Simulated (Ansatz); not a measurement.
CdS (Hawleyite):

```
CELL_PARAMETERS angstrom
0.00000 2.91650 2.91650
2.91650 0.00000 2.91650
2.91650 2.91650 0.00000
ATOMIC_POSITIONS crystal
Cd 0.00000 0.00000 0.00000
S 0.75000 0.75000 0.75000
```

Base run:

```yaml
Program: Ansatz 0.2.0
Functional: LDA
Potentials_or_basis: Ansatz PAW
Cutoff: "420 eV (not typed: the program's choice for these potentials)"
k_mesh: 8 × 8 × 8
Occupations: fermi-dirac, width 0.05 eV
Spin: no spin polarisation
```

Its results: band gap on the k mesh 0.86 eV, direct; pressure -2.5 GPa.

Task: The run is repeated on the same cell with these changes: functional from LDA to PBEsol. What comes out?

Result: Band gap on the k mesh 1.00 eV, direct; pressure -0.3 GPa.

PBEsol binds less tightly than LDA, so the same cell stands under more pressure.

Caveats: the PAW data sets come from PBE, with cores solved anew for the run's functional, which leaves a small shift of forces and pressure.
